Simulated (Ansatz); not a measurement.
System: zinc-blende ZnTe. Method: r²SCAN0 in Ansatz (PAW).

Settings: plane-wave cutoff 520 eV, 8×8×8 k mesh, Fermi–Dirac smearing 0.01 eV, scalar-relativistic PAW data made under PBE.

Response to compression and expansion:

```json
[
 {"V (Å³/atom)": "27.061", "P (GPa)": "2.95", "direct gap at Γ (eV)": "3.491"},
 {"V (Å³/atom)": "28.039", "P (GPa)": "0.83", "direct gap at Γ (eV)": "3.287"},
 {"V (Å³/atom)": "28.486", "P (GPa)": "-0.02", "direct gap at Γ (eV)": "3.197"},
 {"V (Å³/atom)": "29.198", "P (GPa)": "-1.23", "direct gap at Γ (eV)": "3.059"},
 {"V (Å³/atom)": "29.910", "P (GPa)": "-2.29", "direct gap at Γ (eV)": "2.926"}
]
```

A straight line through the gaps at Γ against ln V gives a volume deformation potential dE_g(Γ)/d ln V of -5.6 eV: the gap at Γ widens under compression.

Measured, for comparison: band gap 2.43 eV (zero-point renormalisation of 40 meV (experimental, the table's column) added back here, direct; inputs from Miglio et al. (2020), arXiv:2011.12765).

Spin–orbit coupling is not included; with these elements it can move the gap by several tenths of an eV or more.

Ansatz is an electronic-structure program.
